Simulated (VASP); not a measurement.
# SiC (Fm-3m) in VASP: further runs, part 2 of 2

VASP 6.6.1.

### Step 3. Relaxation of the atoms, PBE

File INCAR:

```
ALGO = Fast
EDIFF = 1E-7
EDIFFG = -0.01
ENCUT = 300
GGA = PE
IBRION = 2
ISIF = 2
ISMEAR = 0
LASPH = True
LCHARG = False
LREAL = False
LWAVE = False
NELM = 80
NSW = 40
PREC = Accurate
SIGMA = 0.03
```

File KPOINTS:

```
k-points
0
Gamma
  6 6 6
```

File POSCAR:

```
SiC                                     
1.0
   -0.0000000000      2.0229825282      2.0229825282
    2.0229825282     -0.0000000000      2.0229825282
    2.0229825282      2.0229825282      0.0000000000
  Si              C             
     1     1
Direct
     0.0000000000000000    0.0000000000000000    0.0000000000000000
     0.5000000000000000    0.5000000000000000    0.5000000000000000
```

Potentials or basis: VASP PAW PBE potentials, release 64 (Si, C_s).

The run is started by

```bash
> cat potpaw_PBE.64/Si/POTCAR potpaw_PBE.64/C_s/POTCAR > POTCAR
> mpirun -np 1 vasp_std > vasp.out
```

OUTCAR:

```text
EDIFF = 1E-7
   EDIFFG = -0.01
   ENCUT = 300
   GGA = PE
   IBRION = 2
   ISIF = 2
   ISMEAR = 0
   LASPH = True
   LREAL = False
   NELM = 80
   NSW = 40
   PREC = Accurate

 ion  position               nearest neighbor table
   1  0.000  0.000  0.000-   2 2.02   2 2.02   2 2.02   2 2.02   2 2.02   2 2.02
   2  0.500  0.500  0.500-   1 2.02   1 2.02   1 2.02   1 2.02   1 2.02   1 2.02

  LATTYP: Found a face centered cubic cell.
 ALAT       =     4.0459650564

  Lattice vectors:

 A1 = (   0.0000000000,   2.0229825282,   2.0229825282)
 A2 = (   2.0229825282,   0.0000000000,   2.0229825282)
 A3 = (   2.0229825282,   2.0229825282,   0.0000000000)

Analysis of symmetry for initial positions (statically):
=====================================================================
 Subroutine PRICEL returns:
 Original cell was already a primitive cell.

 Routine SETGRP: Setting up the symmetry group for a
 face centered cubic supercell.

 Subroutine GETGRP returns: Found 48 space group operations
 (whereof 48 operations were pure point group operations)
 out of a pool of 48 trial point group operations.

The static configuration has the point symmetry O_h .

Analysis of symmetry for dynamics (positions and initial velocities):
=====================================================================
 Subroutine PRICEL returns:
 Original cell was already a primitive cell.

 Routine SETGRP: Setting up the symmetry group for a
 face centered cubic supercell.

 Subroutine GETGRP returns: Found 48 space group operations
 (whereof 48 operations were pure point group operations)
 out of a pool of 48 trial point group operations.

The dynamic configuration has the point symmetry O_h .

 Subroutine INISYM returns: Found 48 space group operations
 (whereof 48 operations are pure point group operations),
 and found     1 'primitive' translations

----------------------------------------------------------------------------------------

                                     Primitive cell

  volume of cell :      16.5579

  direct lattice vectors                    reciprocal lattice vectors
     0.000000000  2.022982528  2.022982528    -0.247159821  0.247159821  0.247159821
     2.022982528  0.000000000  2.022982528     0.247159821 -0.247159821  0.247159821
     2.022982528  2.022982528  0.000000000     0.247159821  0.247159821 -0.247159821

  length of vectors
     2.860929328  2.860929328  2.860929328     0.428093368  0.428093368  0.428093368

  position of ions in fractional coordinates (direct lattice)
     0.000000000  0.000000000  0.000000000
     0.500000000  0.500000000  0.500000000

  ion indices of the primitive-cell ions
   primitive index   ion index
                 1           1
                 2           2

----------------------------------------------------------------------------------------

 KPOINTS: k-points

Automatic generation of k-mesh.
 Grid dimensions read from file:
 generate k-points for:    6    6    6

 Generating k-lattice:

  Cartesian coordinates                     Fractional coordinates (reciprocal lattice)
    -0.041193304  0.041193304  0.041193304     0.166666667  0.000000000  0.000000000
     0.041193304 -0.041193304  0.041193304     0.000000000  0.166666667  0.000000000
     0.041193304  0.041193304 -0.041193304     0.000000000  0.000000000  0.166666667

  Length of vectors
     0.071348895  0.071348895  0.071348895

  Shift w.r.t. Gamma in fractional coordinates (k-lattice)
     0.000000000  0.000000000  0.000000000

 Subroutine IBZKPT returns following result:
 ===========================================

 Found     16 irreducible k-points:

 Following reciprocal coordinates:
            Coordinates               Weight
  0.000000  0.000000  0.000000      1.000000
  0.166667  0.000000  0.000000      8.000000
  0.333333  0.000000  0.000000      8.000000
  0.500000  0.000000  0.000000      4.000000
  0.166667  0.166667  0.000000      6.000000
  0.333333  0.166667  0.000000     24.000000
[... 8 lines left out ...]
 -0.333333  0.333333  0.166667     24.000000
 -0.333333  0.500000  0.166667     12.000000
   k-points           NKPTS =     16   k-points in BZ     NKDIM =     16   number of bands    NBANDS=      8
   number of dos      NEDOS =    301   number of ions     NIONS =      2
   total plane-waves  NPLWV =   4096
   dimension x,y,z NGX =    16 NGY =   16 NGZ =   16
   dimension x,y,z NGXF=    32 NGYF=   32 NGZF=   32
   ions per type =               1   1
   NGX,Y,Z   is equivalent  to a cutoff of   9.30,  9.30,  9.30 a.u.
   NGXF,Y,Z  is equivalent  to a cutoff of  18.59, 18.59, 18.59 a.u.
 SYSTEM =  unknown system
   PREC   = accura    normal or accurate (medium, high low for compatibility)
   ISTART =      0    job   : 0-new  1-cont  2-samecut
   ICHARG =      2    charge: 1-file 2-atom 10-const
   ISPIN  =      1    spin polarized calculation?
   LNONCOLLINEAR =      F non collinear calculations
   LSORBIT =      F    spin-orbit coupling
   LASPH  =      T    aspherical Exc in radial PAW
   ENCUT  =  300.0 eV  22.05 Ry    4.70 a.u.   4.04  4.04  4.04*2*pi/ulx,y,z
   NELM   =     80;   NELMIN=  2; NELMDL= -5     # of ELM steps
   EDIFF  = 0.1E-06   stopping-criterion for ELM
   LREAL  =      F    real-space projection
   EDIFFG = -.1E-01   stopping-criterion for IOM
   NSW    =     40    number of steps for IOM
   IBRION =      2    ionic relax: 0-MD 1-quasi-New 2-CG
   NFREE  =      1    steps in history (QN), initial steepest desc. (CG)
   ISIF   =      2    stress and relaxation
   ISYM   =      2    0-nonsym 1-usesym 2-fastsym
   POTIM  = 0.5000    time-step for ionic-motion
   TEBEG  =    0.0;   TEEND  =   0.0 temperature during run
   PSTRESS=    0.0 pullay stress
   NELECT =       8.0000    total number of electrons
   NUPDOWN=      -1.0000    fix difference up-down
   EMIN   =  10.00;   EMAX   =-10.00  energy-range for DOS
   EFERMI =   0.00;   METHOD = LEGACY
   ISMEAR =     0;   SIGMA  =   0.03  broadening in eV -4-tet -1-fermi 0-gaus
   EFERMI_NEDOS =   21; number of points for ismear=-14 and -15
   IALGO  =     68    algorithm
   IMIX   =      4    mixing-type and parameters
     AMIX     =   0.40;   BMIX     =  1.00
     AMIX_MAG =   1.60;   BMIX_MAG =  1.00
  volume/ion in A,a.u.               =       8.28        55.87
  Fermi-wavevector in a.u.,A,eV,Ry     =   1.284604  2.427550 22.452445  1.650208
  Thomas-Fermi vector in A             =   2.416788
   LORBIT       =      0    0 simple, 1 ext, 2 COOP (PROOUT), +10 PAW based schemes
   GGA     = PE    functional components
   LHFCALC =     F    Hartree Fock is set to
   AEXX    =    0.0000 exact exchange contribution
   IVDW    =     0    specifies the selected vdW correction
   LEPSILON=     F    determine dielectric tensor
   LRPA    =     F    only Hartree local field effects (RPA)
 conjugate gradient relaxation of ions
 non-spin polarized calculation
 RMM-DIIS sequential band-by-band and
 Gauss-broadening in eV      SIGMA  =   0.03
  energy-cutoff  :      300.00
  volume of cell :       16.56
 maximum number of plane-waves:       202
   NGX =  9   NGY =  9   NGZ =  9

 number of electron       8.0000000 magnetization

 Free energy of the ion-electron system (eV)
  ---------------------------------------------------
  ext. energy  EPLUGINS =         0.00000000
  ---------------------------------------------------
  free energy    TOTEN  =       -13.52085008 eV

  energy without entropy =      -13.52084224  energy(sigma->0) =      -13.52084616

 E-fermi :  12.9050     XC(G=0): -12.6948

 val. band max:       12.8351455755   @ k =  -0.1667   0.1667   0.0000
 cond. band min:      12.9661609204   @ k =   0.0000   0.0000   0.0000
 fundamental gap:      0.1310153449
 Fermi energy:        12.9050225493

 k-point     1 :       0.0000    0.0000    0.0000
  band No.  band energies     occupation
      1      -5.5424      2.00000
      2      12.9662      0.00395
      3      12.9662      0.00395
      4      12.9662      0.00395
      5      20.4698      0.00000
      6      21.9476      0.00000
      7      21.9476      0.00000
      8      21.9476      0.00000
[... 155 lines left out ...]
 k-point    16 :      -0.3333    0.5000    0.1667
  band No.  band energies     occupation
      1       1.8898      2.00000
      2       3.9795      2.00000
      3       6.3749      2.00000
      4       6.3944      2.00000
      5      15.8102      0.00000
      6      19.4538      0.00000
      7      22.8981      0.00000
      8      25.8819      0.00000

------------------------ aborting loop because EDIFF is reached ----------------------------------------

  FORCE on cell =-STRESS in cart. coord.  units (eV):
  Direction    XX          YY          ZZ          XY          YZ          ZX
  --------------------------------------------------------------------------------------
  -------------------------------------------------------------------------------------
  Total       -0.0020210     -0.0020210     -0.0020210      0.0000000      0.0000000      0.0000000
  in kB       -0.1955563     -0.1955563     -0.1955563      0.0000000      0.0000000      0.0000000
  external PRESSURE =      -0.1955563 kB  Pullay stress =       0.0000000 kB

 VOLUME and BASIS-vectors are now :
 -----------------------------------------------------------------------------
  energy-cutoff  :      300.00
  volume of cell :       16.56
      direct lattice vectors                 reciprocal lattice vectors
     0.000000000  2.022982528  2.022982528    -0.247159821  0.247159821  0.247159821
     2.022982528  0.000000000  2.022982528     0.247159821 -0.247159821  0.247159821
     2.022982528  2.022982528  0.000000000     0.247159821  0.247159821 -0.247159821

 POSITION                                       TOTAL-FORCE (eV/Angst)
 -----------------------------------------------------------------------------------
      0.00000      0.00000      0.00000        -0.000000     -0.000000     -0.000000
      2.02298      2.02298      2.02298         0.000000      0.000000      0.000000
 -----------------------------------------------------------------------------------
    total drift:                                0.000000      0.000000      0.000000

  FREE ENERGIE OF THE ION-ELECTRON SYSTEM (eV)
  ---------------------------------------------------
  free  energy   TOTEN  =       -13.5208500790 eV

  energy  without entropy=      -13.5208422442  energy(sigma->0) =      -13.52084616

 reached required accuracy - stopping structural energy minimisation
```

OSZICAR:

```text
N       E                     dE             d eps       ncg     rms          rms(c)
DAV:   1     0.443508607195E+01    0.44351E+01   -0.32221E+03   272   0.570E+02
DAV:   2    -0.148311648661E+02   -0.19266E+02   -0.17014E+02   376   0.125E+02
DAV:   3    -0.149626130117E+02   -0.13145E+00   -0.13145E+00   328   0.108E+01
[... 13 lines left out ...]
RMM:  17    -0.135208506655E+02    0.24943E-06   -0.91998E-08   186   0.429E-03    0.194E-02
RMM:  18    -0.135208505491E+02    0.11640E-06   -0.39822E-08   178   0.208E-03    0.172E-02
RMM:  19    -0.135208503505E+02    0.19862E-06   -0.68494E-08   178   0.303E-03    0.126E-02
RMM:  20    -0.135208501645E+02    0.18592E-06   -0.13628E-07   187   0.273E-03    0.647E-03
RMM:  21    -0.135208500790E+02    0.85555E-07   -0.58247E-08   178   0.206E-03
   1 F= -.13520850E+02 E0= -.13520846E+02  d E =-.135209E+02
```

CONTCAR:

```text
SiC
   1.00000000000000
     0.0000000000000000    2.0229825282000000    2.0229825282000000
     2.0229825282000000    0.0000000000000000    2.0229825282000000
     2.0229825282000000    2.0229825282000000    0.0000000000000000
  Si              C
     1     1
Direct
     0.0000000000000000    0.0000000000000000    0.0000000000000000
     0.5000000000000000    0.5000000000000000    0.5000000000000000

  0.00000000E+00  0.00000000E+00  0.00000000E+00
  0.00000000E+00  0.00000000E+00  0.00000000E+00
```

Wall time 1.6 s (1 thread of Intel Xeon 6975P-C (Granite Rapids), shared host); peak memory 0.1 GiB.

What came out:

```
Free energy            : -13.5209 eV
Band gap on the k mesh : none (metal or under the smearing width)
```

Final structure:
```
Si C
1.0
     0.00000    2.02298    2.02298
     2.02298    0.00000    2.02298
     2.02298    2.02298    0.00000
Si C
1 1
Direct
  0.00000 0.00000 0.00000
  0.50000 0.50000 0.50000
```

Caveat: the k mesh is coarse (spacing up to 0.45 Å⁻¹), so the values aren't converged; the cutoff is under 1.25 times the usual one of these potentials, so pressure, stress and relaxed cells hold a basis-set (Pulay) error; the relaxation stopped at its first step, so nothing moved.
